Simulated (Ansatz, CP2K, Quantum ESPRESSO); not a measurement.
# MgS: programs and potentials compared

```
S Mg
1.0
     4.03462    0.00000    0.00000
    -2.01731    3.49409    0.00000
     0.00000    0.00000    6.43229
S Mg
2 2
Direct
  0.66667 0.33333 0.87924
  0.33333 0.66667 0.37924
  0.33333 0.66667 0.99575
  0.66667 0.33333 0.49575
```

The cell comes from a database or a generator and needn't be the stable form of this composition.

Alike in all runs: task band structure; functional LDA; k mesh 8 × 8 × 4; occupations fermi-dirac, width 0.05 eV; no spin polarisation; no spin-orbit coupling. LDA stands for any of its common fits. Pressure is positive in compression and, in plane waves, holds the error of the finite cutoff, which Ansatz's Pulay term estimates and takes out. Gaps are the smaller of the mesh's and the band path's.

| program and potentials | plane-wave cutoff (eV) | notes | band gap (eV) | pressure (GPa) | largest force (eV/Å) |
| --- | --- | --- | --- | --- | --- |
| Ansatz, Ansatz PAW | 420 | potentials made for PBE, which Ansatz adapts in part | 3.15 | -2.08 | 0.052 |
| CP2K, GTH_POTENTIALS S GTH-PADE-q6, Mg GTH-PADE-q10; TZVP-MOLOPT-PBE-GTH basis | - | atomic basis | 3.01 | -0.65 | - |
| Ansatz, all-electron LAPW, scalar-relativistic | - | - | 3.15 | -2.05 | 0.052 |
| Quantum ESPRESSO, GBRV 1.5 LDA | 612 | - | 3.15 | -2.13 | 0.052 |

Force on atom 3 (Mg), eV/Å:

```tsv
program and potentials	x	y	z
Ansatz, Ansatz PAW	0.000	0.000	0.052
Ansatz, all-electron LAPW, scalar-relativistic	0.000	0.000	0.052
Quantum ESPRESSO, GBRV 1.5 LDA	0.000	0.000	0.052
```

The band gap spans 3.01 (CP2K, GTH_POTENTIALS S GTH-PADE-q6, Mg GTH-PADE-q10; TZVP-MOLOPT-PBE-GTH basis) to 3.15 eV (Ansatz, all-electron LAPW, scalar-relativistic), with all-electron results at 3.15. The pressure spans -2.13 (Quantum ESPRESSO, GBRV 1.5 LDA) to -0.65 GPa (CP2K, GTH_POTENTIALS S GTH-PADE-q6, Mg GTH-PADE-q10; TZVP-MOLOPT-PBE-GTH basis), with all-electron results at -2.05. The paths' points differ, which is worth about 0.01 eV. Rows in atomic bases carry the error of their basis and grid, which can be large.

Differences between rows come from potentials, basis sets and numerical settings, since the functional is the same but for its coding. Runs on potential files found faulty are left out.
